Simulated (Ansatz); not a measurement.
Wanted: the native input for an Ansatz 0.2.0 run.

```yaml
Task: band structure
Functional: BLYP
Potentials_or_basis: Ansatz PAW
Cutoff: "420 eV (not typed: the program's choice for these potentials)"
k_mesh: 6 × 6 × 8
Occupations: fermi-dirac, width 0.05 eV
Spin: no spin polarisation
Path: "[[\"G\", \"X\", \"M\", \"G\", \"Z\", \"R\", \"A\", \"Z\"], [\"X\", \"R\"], [\"M\", \"A\"]]"
Points_for_each_segment_of_the_path: 14
```

HfO2:

```xyz
6
Lattice="4.8135 0.0000 0.0000 0.0000 4.8135 0.0000 0.0000 0.0000 3.2054" Properties=species:S:1:pos:R:3 pbc="T T T"
Hf    2.4068    2.4068    1.6027
Hf    0.0000    0.0000    0.0000
O     3.8751    0.9384    1.6027
O     3.3452    3.3452    0.0000
O     1.4683    1.4683    0.0000
O     0.9384    3.8751    1.6027
```

Measurements of this composition are mostly on another form, of space group No. 14.

These files were run (other wordings do the same):

input.yaml

```yaml
crystal:
  lattice:
    - [4.81353299, 0.0, 0.0]
    - [0.0, 4.81353299, 0.0]
    - [0.0, 0.0, 3.20541541]
  atoms:
    - { symbol: Hf, position: [0.5, 0.5, 0.5] }
    - { symbol: Hf, position: [0.0, 0.0, 0.0] }
    - { symbol: O, position: [0.80504488, 0.19495512, 0.5] }
    - { symbol: O, position: [0.69495512, 0.69495512, 0.0] }
    - { symbol: O, position: [0.30504488, 0.30504488, 0.0] }
    - { symbol: O, position: [0.19495512, 0.80504488, 0.5] }
hamiltonian:
  xc: blyp
  pseudopotentials: { kind: paw }
kpoints:
  mp_grid: { grid: [6, 6, 8] }
  band_path:
    path:
      - [[0.0, 0.0, 0.0], [0.0, 0.5, 0.0], [0.5, 0.5, 0.0], [0.0, 0.0, 0.0], [0.0, 0.0, 0.5], [0.0, 0.5, 0.5], [0.5, 0.5, 0.5], [0.0, 0.0, 0.5]]
      - [[0.0, 0.5, 0.0], [0.0, 0.5, 0.5]]
      - [[0.5, 0.5, 0.0], [0.5, 0.5, 0.5]]
    npoints: 14
scf:
  occupations: { method: fermi_dirac, width: 0.05 }
  n_extra_bands: 15
output:
  forces: true
  stress: true
  eigenvalues: true
  fatbands: false
```

Potentials or basis: Ansatz PAW.

Launch:

```console
$ ansatz run input.yaml --threads 2 --pin off --max-ram 5632MiB --backend cpu --events-out ev --progress --plain --runs-dir out
```

Results of the run:

| Quantity | Value |
| --- | --- |
| Pressure | 13.9 GPa |
| Largest force | 0.147 eV/Å |
| Band gap on the k mesh | 4.06 eV, direct |
| Band gap along the path | 4.06 eV, direct |

Caveat: the pressure holds a Pulay correction of +0.9 GPa for the finite cutoff; spin-orbit coupling is left out, which moves the levels of the heavy elements; the PAW data sets come from PBE, with cores solved anew for the run's functional, which leaves a small shift of forces and pressure.

Wall time 11 s on 2 threads of Arm Neoverse V2, with other jobs on the host, peak memory 0.48 GiB.
